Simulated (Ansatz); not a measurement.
TiO2, space group C2/c, a calculation of the elastic constants

Program: the Ansatz DFT code, driven from Python.

Contents of `tio2.cif`:
```cif
data_TiO2
_cell_length_a 3.827349
_cell_length_b 3.827349
_cell_length_c 5.472039
_cell_angle_alpha 109.89336
_cell_angle_beta 109.89336
_cell_angle_gamma 90.01315
_symmetry_space_group_name_H-M 'P 1'
_symmetry_Int_Tables_number 1
loop_
_symmetry_equiv_pos_as_xyz
'x, y, z'
loop_
_atom_site_label
_atom_site_type_symbol
_atom_site_fract_x
_atom_site_fract_y
_atom_site_fract_z
Ti1 Ti    0.134110    0.865890    0.250000
Ti2 Ti    0.865890    0.134110    0.750000
O3 O    0.331221    0.088755    0.667149
O4 O    0.668779    0.911245    0.332851
O5 O    0.911245    0.668779    0.832851
O6 O    0.088755    0.331221    0.167149
```

The script, `run_elastic.py`:
```python
'''Stiffness tensor and moduli of TiO2.'''

import ansatz
from ase.io import read
import numpy as np

atoms = read('tio2.cif')
structure = ansatz.Crystal.from_ase(atoms)

calculation = (
    structure.calculation()
    .functional('pbesol', dispersion='d3bj')
    .pseudopotentials('paw')
    .occupations(ansatz.OccupationsMethod.FIXED)
    .kpoints(6, 6, 5)
)
result = calculation.elastic('relaxed-ion').run(threads=1)
elastic = result.elastic

print(np.array2string(np.round(elastic.c_gpa, 1) + 0.0, suppress_small=True))
print('Voigt stress of the unstrained cell (GPa, tension positive):', np.round(elastic.sigma0_gpa, 3) + 0.0)
print('smallest eigenvalue of C:', round(elastic.stability.min_eigenvalue_gpa, 1), 'GPa; stable:', elastic.stability.stable)
# averaged moduli need a positive definite tensor
if elastic.stability.min_eigenvalue_gpa > 0:
    m = elastic.moduli
    anisotropy = 5 * m.g_voigt_gpa / m.g_reuss_gpa + m.k_voigt_gpa / m.k_reuss_gpa - 6
    print(f'Voigt K {m.k_voigt_gpa:.1f} G {m.g_voigt_gpa:.1f}; Reuss K {m.k_reuss_gpa:.1f} G {m.g_reuss_gpa:.1f}; universal anisotropy index {anisotropy:.3f}')
    S = np.linalg.inv(elastic.c_gpa)
    print('Young modulus along x, y, z (GPa):', np.round(1 / np.diag(S)[:3], 1))
    print('linear compressibility along x, y, z (1/TPa):', np.round(1000 * S[:3, :3].sum(axis=1), 2))
```

```console
$ python run_elastic.py
DeckWarning: basis.ecutwfc = 420 eV, auto-derived from the records' recommended cutoffs: set by Ti (normal level)
[[285.7 125.6 116.1   5.2  -0.9   0.1]
 [125.6 285.7 116.1  -0.9   5.2   0.1]
 [118.6 118.6 179.2   1.4   1.4  -0.1]
 [  4.6  -1.5   0.8  54.2   0.1   0.7]
 [ -1.5   4.6   0.8   0.1  54.2   0.7]
 [  0.2   0.1  -0.1   0.7   0.7  61.4]]
Voigt stress of the unstrained cell (GPa, tension positive): [ 1.0257e+01  1.0257e+01  7.5460e+00  5.6300e-01  5.6300e-01 -4.0000e-03]
smallest eigenvalue of C: 53.7 GPa; stable: True
Voigt K 163.5 G 60.0; Reuss K 153.6 G 57.4; universal anisotropy index 0.288
Young modulus along x, y, z (GPa): [196.9 196.9 112.2]
linear compressibility along x, y, z (1/TPa): [1.37 1.37 3.77]
```
(Warnings from the package without file and line.)

Spin is left out of this run. A positive definite tensor excludes instabilities under uniform strain alone; phonons elsewhere in the zone can still be imaginary. The cell stands under an uneven stress, so these stress-strain coefficients aren't symmetric, and eigenvalues smaller than that stress decide nothing. The structure comes from a database of computed cells and needn't be a stable or known phase. The constants belong to the cell that was strained; where it wasn't relaxed first it may be under stress. Wall time of the script: 9.5 min on 1 thread of Intel(R) Xeon(R) 6975P-C (Granite Rapids) (shared host), peak memory 0.65 GiB.

(A comment or docstring line of the script was reworded after the run, the code is as it ran; lines on the test bed's own set-up are left out of the output.)
